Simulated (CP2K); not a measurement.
The system is InAs.

```xyz
2
Lattice="4.2681 0.0000 0.0000 2.1340 3.6963 0.0000 2.1340 1.2321 3.4849" Properties=species:S:1:pos:R:3 pbc="T T T"
In    0.0000    0.0000    0.0000
As    6.4021    3.6963    2.6137
```

Base run:

- Program: CP2K 2026.2
- Functional: LDA
- Potentials or basis: POTENTIAL_UZH In GTH-PBE-q13, As GTH-PBE-q5; TZVP-MOLOPT-PBE-GTH basis
- Density cutoff: 9184 eV
- k mesh: 8 × 8 × 8
- Occupations: fermi-dirac, width 0.05 eV
- Spin: no spin polarisation

Its results: band gap on the k mesh none (metal or under the smearing width); pressure 2.0 GPa.

**Question.** The run is repeated on the same cell with these changes: functional from LDA to vdW-DF-cx. What comes out?

**Answer.** Band gap on the k mesh none (metal or under the smearing width); pressure 3.4 GPa.

Caveats: the potentials were made for another functional, which shifts forces and pressure; the basis of atomic orbitals isn't converged, which shifts pressures, moduli and gaps.

Not every run made on this cell is shown here.
